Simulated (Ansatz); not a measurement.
Runs of Ansatz 0.2.0 on CoO. Symmetry: R-3m, No. 166, trigonal system. Conventional cell: a = 3.011 Å, b = 3.011 Å, c = 7.320 Å, α = 90.00°, β = 90.00°, γ = 120.00°. Around Co (site symmetry -3m) lie 6 O at 2.12 Å. O (site symmetry -3m) is surrounded by 6 Co at 2.12 Å. The cell is a database's computed one.

| task | level | potentials or basis | U | cell | k mesh | cutoff (eV) | smearing | double counting | hubbard projectors | q mesh | points for each segment of the path | mesh quality | gap on the mesh (eV) | pressure (GPa) | moment (μB) | V0 of scaled cells (Å³/atom) | B0 (GPa) |
| --- | --- | --- | --- | --- | --- | --- | --- | --- | --- | --- | --- | --- | --- | --- | --- | --- | --- |
| equation of state | r2SCAN | Ansatz PAW | - | as given | 11 × 11 × 11 | 500 | fermi-dirac 0.05 eV | - | - | - | - | not flagged | - | - | - | (b) | (c) |
| single point | PBE | Ansatz PAW | - | another cell of the same crystal, with 2 atoms | 11 × 11 × 11 | 420 | gaussian 0.1 eV | - | - | - | - | not flagged | none | -0.1 | 2.91 | - | - |
| single point | PBE | Ansatz PAW | - | as given | 11 × 11 × 11 | 420 | fermi-dirac 0.05 eV | - | - | - | - | not flagged | none | (a) | 2.90 | - | - |
| single point | LDA | Ansatz PAW | - | another cell of the same crystal, with 2 atoms | 11 × 11 × 11 | 420 | gaussian 0.05 eV | - | - | - | - | not flagged | none | -18.1 | 2.85 | - | - |
| density of states | RPBE+U | Ansatz PAW | Co d U = 3 eV | as given | 11 × 11 × 11 | 420 | gaussian 0.02 eV | fll | ortho-atomic (the default) | - | - | not flagged | 1.23 | 16.2 | 3.00 | - | - |
| equation of state | HSE06 | Ansatz PAW | - | as given | 6 × 6 × 6 | 420 | fermi-dirac 0.05 eV | - | - | - | - | coarse | - | - | - | 9.40 | 208 |
| equation of state | PBE | Ansatz PAW soft_1 | - | as given | 11 × 11 × 11 | 420 | fermi-dirac 0.05 eV | - | - | - | - | not flagged | - | - | - | 9.58 | 170 |
| equation of state | PBE0 | Ansatz PAW | - | as given | 6 × 6 × 6 | 420 | fermi-dirac 0.05 eV | - | - | - | - | coarse | - | - | - | 9.39 | 209 |
| phonons | PBE | Ansatz PAW | - | as given | 10 × 10 × 10 | 420 | fermi-dirac 0.05 eV | - | - | 2 × 2 × 2 | 8 | not flagged | none | - | 2.91 | - | - |
| equation of state | PBE | Ansatz PAW | - | as given | 11 × 11 × 11 | 420 | fermi-dirac 0.05 eV | - | - | - | - | not flagged | - | - | - | 9.58 | 170 |

Alike in all rows: spin collinear, ferromagnetic start.

Question: Estimate the missing entries.

Answer: (a) 0.0; (b) 9.60; (c) 199.

Caveats: some runs use coarse meshes; the cell was scaled at fixed shape and fractional positions, which overstates the stiffness of a crystal with free parameters, most of all of layers and chains (some runs); the PAW data sets come from PBE, with cores solved anew for the run's functional, which leaves a small shift of forces and pressure (some runs); a cell with one magnetic atom can't hold antiferromagnetic order, which such compounds often take (some runs); the magnetic or orbital state may not be the lowest (some runs); semilocal functionals often make such compounds metallic where correlation or magnetic order opens a gap, which also shifts bond lengths (some runs); so large a pressure means that the cell lies far from this level's equilibrium, or that cutoff or potentials fall short (some runs); the potentials were made for another functional, which shifts forces and pressure (some runs).

A k mesh can miss the band edges.

A gap of «none» marks a metal or a gap under the smearing width.

Not every run made on this cell is shown here.
